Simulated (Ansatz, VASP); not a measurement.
# Two plane-wave programs on AlN

Contents of INCAR:

```
SYSTEM = AlN
  PREC = Accurate
  ENCUT = 520
  EDIFF = 1E-6
  ISMEAR = 0
  SIGMA = 0.05
  LREAL = .FALSE.
  LASPH = .TRUE.
  NELM = 100
  ALGO = Normal
  ISIF = 2
  LWAVE = .FALSE.
  LCHARG = .FALSE.
  GGA = PE
  NBANDS = 16
```

File KPOINTS:

```
regular mesh
0
G
  8 8 6
  0 0 0
```

POSCAR

```
AlN
1.0
    0.0000000000     -2.2015871054     -2.2015871054
    0.0000000000      2.2015871054     -2.2015871054
    4.4031742107      0.0000000000      0.0000000000
Al N
2 2
Direct
    0.4947181823      0.5408815937      0.4535497191
    0.0052818177     -0.0408815937      0.0464502809
   -0.0768898579      0.5304747074      0.1998625126
    0.5768898579     -0.0304747074      0.8001374874
```

Input for Ansatz:

```yaml
crystal:
  lattice:
    - [0.0, -2.2015871054, -2.2015871054]
    - [0.0, 2.2015871054, -2.2015871054]
    - [4.4031742107, 0.0, 0.0]
  atoms:
    - { symbol: Al, position: [0.4947181823, 0.5408815937, 0.4535497191] }
    - { symbol: Al, position: [0.0052818177, -0.0408815937, 0.0464502809] }
    - { symbol: "N", position: [-0.0768898579, 0.5304747074, 0.1998625126] }
    - { symbol: "N", position: [0.5768898579, -0.0304747074, 0.8001374874] }
basis:
  ecutwfc: 420
kpoints:
  mp_grid: { grid: [8, 8, 6] }
hamiltonian:
  xc: pbe
scf:
  occupations: { method: gaussian, width: 0.05 }
output:
  forces: true
  stress: true
  eigenvalues: true
```

Alike in both runs: task single point; functional PBE; k mesh 8 × 8 × 6; occupations gaussian, width 0.05 eV; no spin polarisation.

|  | VASP | Ansatz |
| --- | --- | --- |
| version | VASP 6.6.1 | Ansatz 0.2.0 |
| potentials or method | VASP PAW PBE potentials, release 64 (Al, N) | scalar-relativistic, plane waves, PAW |
| plane-wave cutoff (eV) | 520 | 420 |
| valence electrons in the cell | 16 | 16 |

|  | VASP | Ansatz | Ansatz less VASP |
| --- | --- | --- | --- |
| gap on the k mesh at the Fermi level (eV) | 0.24 | 0.25 | +0.010 |
| least direct gap on the mesh (eV) | 0.91 | 0.91 | -0.007 |
| rms of the force components (eV/Å) | 6.142 | 6.103 | -0.0388 |

Atom by atom the forces differ by 0.043 eV/Å (rms over components). The functional is the same, so the differences come from potentials, cutoffs and numerics.

Caveats: forces of over 1 eV/Å show positions far from the minimum, so gaps and moduli don't describe the material at rest.
